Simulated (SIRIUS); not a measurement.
# InAs: single point with PBEsol

**Experimental background.**

A printed reference work, data compilation reports, for a bulk crystal of InAs at 4.2 K: band gap 0.418 eV (direct).

Crystal: InAs.

```
In As
1.0
     0.00000    3.01800    3.01800
     3.01800    0.00000    3.01800
     3.01800    3.01800    0.00000
In As
1 1
Direct
  0.00000 0.00000 0.00000
  0.75000 0.75000 0.75000
```

```yaml
Program: SIRIUS 7.12.0
Task: single point
Functional: PBEsol
Potentials_or_basis: PseudoDojo 0.4.1 PBEsol standard (scalar relativistic)
Cutoff: 1152 eV
Density_cutoff: 4606 eV
k_mesh: 8 × 8 × 8
Occupations: fermi-dirac, width 0.05 eV
Spin: no spin polarisation
```

- Pressure: 1.6 GPa
- Band gap on the k mesh: 0.00 eV

It took 2.5 min on 1 thread of AMD EPYC 7571, on a shared host, peak memory 0.42 GiB.

A measured gap of InAs is 0.418 eV (direct; 4.2 K; a printed reference work, data compilation); the calculated 0.00 eV misses it by -0.42 eV. Spin-orbit coupling on As, In is left out. The value is that of PBEsol on a finite k mesh, which can miss the band edges, without temperature or zero-point motion. Semilocal functionals fall short of measured gaps as a rule.

Caveat: spin-orbit coupling is left out, which moves the levels of the heavy elements.
